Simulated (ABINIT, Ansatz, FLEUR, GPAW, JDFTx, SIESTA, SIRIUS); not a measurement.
Ti: programs and potentials compared

```
CELL_PARAMETERS angstrom
2.95000 0.00000 0.00000
-1.47500 2.55477 0.00000
0.00000 0.00000 4.68000
ATOMIC_POSITIONS crystal
Ti 0.68616 0.32688 0.74849
Ti 0.33797 0.67291 0.24873
```

Atoms were shifted at random by some hundredths of an Å from the given cell, which wasn't relaxed again for these runs.

Alike in all runs: task single point; functional PBEsol; k mesh 10 × 10 × 6; occupations fermi-dirac, width 0.05 eV; no spin polarisation; no spin-orbit coupling. Pressure is positive in compression and, in plane waves, holds the error of the finite cutoff, which Ansatz's Pulay term estimates and takes out.

```csv
program and potentials,plane-wave cutoff (eV),notes,band gap (eV),pressure (GPa),largest force (eV/Å),energy over the undisturbed cell (meV/atom)
"Ansatz, Ansatz PAW",420,"potentials made for PBE, which Ansatz adapts in part",no gap,-5.72,0.101,1.95
"SIESTA, files PseudoDojo sr-pbesol-0.4.1-standard, DZP (energy shift 0.003 Ry; two zetas on semicore shells)",-,atomic basis,no gap,-5.54,0.107,2.02
"FLEUR, all-electron, FLAPW",-,-,no gap,-,0.102,1.96
"GPAW, PAW data sets generated for this functional",600,-,no gap,-6.19,0.103,1.97
"JDFTx, PseudoDojo-SR-PBEsol-0.4.1-standard with smoothed tails",1143,-,no gap,-5.67,0.102,1.96
"Ansatz, all-electron LAPW, scalar-relativistic",-,-,no gap,-5.73,0.102,-
"SIRIUS, PseudoDojo 0.4.1 PBEsol standard (scalar relativistic)",1152,-,no gap,-5.67,0.102,-
"ABINIT, PseudoDojo NC SR PBEsol v0.4.1 standard",1143,-,no gap,-5.67,0.102,-
```

Force on atom 1 (Ti), eV/Å:

| program and potentials | x | y | z |
| --- | --- | --- | --- |
| Ansatz, Ansatz PAW | -0.090 | 0.046 | 0.003 |
| SIESTA, files PseudoDojo sr-pbesol-0.4.1-standard, DZP (energy shift 0.003 Ry; two zetas on semicore shells) | -0.096 | 0.048 | 0.004 |
| FLEUR, all-electron, FLAPW | -0.090 | 0.046 | 0.003 |
| GPAW, PAW data sets generated for this functional | -0.091 | 0.047 | 0.003 |
| JDFTx, PseudoDojo-SR-PBEsol-0.4.1-standard with smoothed tails | -0.091 | 0.046 | 0.003 |
| Ansatz, all-electron LAPW, scalar-relativistic | -0.090 | 0.046 | 0.003 |
| SIRIUS, PseudoDojo 0.4.1 PBEsol standard (scalar relativistic) | -0.091 | 0.046 | 0.003 |
| ABINIT, PseudoDojo NC SR PBEsol v0.4.1 standard | -0.091 | 0.046 | 0.003 |

None finds a gap. The pressure spans -6.19 (GPAW, PAW data sets generated for this functional) to -5.54 GPa (SIESTA, files PseudoDojo sr-pbesol-0.4.1-standard, DZP (energy shift 0.003 Ry; two zetas on semicore shells)), with all-electron results at -5.73. Rows in atomic bases carry the error of their basis and grid, which can be large.

Differences between rows come from potentials, basis sets and numerical settings, since the functional is the same but for its coding. Runs on potential files found faulty are left out.

All the runs describe the same metal, with titanium's partly filled 3d states, mixed with 4s, leaving no gap at the Fermi level. The negative pressure means that the cell is larger than PBEsol prefers and would contract, in keeping with the functional's usual tendency to shorten bonds in 3d metals. The forces oppose the relative displacement of the two atoms, as expected near the stable hcp arrangement, and the energy cost is similarly small wherever it is given.

Forces and pressure rank the programs differently. GPAW matches the all-electron forces closely but has the most negative pressure, probably because a plane-wave basis at fixed cutoff changes with the cell but not with atomic positions. SIESTA instead departs most in force and energy, which suggests a slightly too stiff response from its limited atomic basis. Because the atoms are displaced relative to each other almost entirely within the basal plane, the close agreement in forces says little about stiffness along the c axis.
